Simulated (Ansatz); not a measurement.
Ni: checking dH/dP = V

Computed with Ansatz, DFT PBE, scalar-relativistic, plane waves, PAW. (420 eV cutoff, 20×20×20 k-mesh, Gaussian smearing of 0.10 eV, collinear spin)

Starting point, cell and atoms relaxed:

```yaml
crystal:
  lattice:
    - [0.00000, 1.75926, 1.75926]
    - [1.75926, 0.00000, 1.75926]
    - [1.75926, 1.75926, 0.00000]
  atoms:
    - { symbol: Ni, position: [0.00000, 0.00000, 0.00000] }
```

Cell and atoms were relaxed at each target pressure within the start's symmetry (Fm-3m), at zero temperature; other phases can be more stable under pressure. H = E + PV with P the target; E is the free energy at the smearing used, whose derivative the pressure is, per atom and counted from zero pressure. The mesh named is that at zero pressure; some other pressures ran on another.

| P (GPa) | V (Å³/atom) | E − E0 (meV) | H − H0 (meV) |
| --- | --- | --- | --- |
| 0 | 10.890 | 0.0 | 0.0 |
| 2 | 10.783 | 0.7 | 135.3 |
| 5 | 10.633 | 3.9 | 335.8 |
| 10 | 10.412 | 14.2 | 664.1 |
| 20 | 10.033 | 49.4 | 1301.8 |
| 40 | 9.450 | 157.5 | 2516.9 |

Problem. Thermodynamics gives dH/dP = V along a relaxed path. Integrate V over P by the trapezoid rule and compare with the computed enthalpies.

Solution. With 1 eV/Å³ = 160.22 GPa, each step adds the mean volume times ΔP / 160.22:
| P (GPa) | ∫V dP (meV) | H − H0 (meV) | difference (meV) |
| --- | --- | --- | --- |
| 2 | 135.3 | 135.3 | 0.0 |
| 5 | 335.8 | 335.8 | 0.0 |
| 10 | 664.2 | 664.1 | 0.0 |
| 20 | 1302.2 | 1301.8 | 0.5 |
| 40 | 2518.3 | 2516.9 | 1.4 |

V(P) curves upward, so the trapezoid rule runs high; integrating a smooth curve through the same points puts that excess at about 2.6 meV at 40 GPa, against the 1.4 meV found.

Problem. At 40 GPa, how much of the enthalpy change is stored energy and how much is the PV term?

Solution. E rises by 158 meV/atom and PV is 40 × 9.450 / 160.22 = 2359 meV/atom, so PV makes 94 % of ΔH. So between rival structures at high pressure a small difference in volume can outweigh the difference in energy: 1 % of this volume is worth 23.6 meV/atom at this pressure.

Problem. What bulk modulus do the lowest pressures give?

Solution. From the pressures that the runs reached, -1.98 GPa (11.001 Å³) and 2.01 GPa (10.783 Å³), B = −ΔP/Δln V = 3.99 / 0.0200 = 200 GPa, a mean over that range.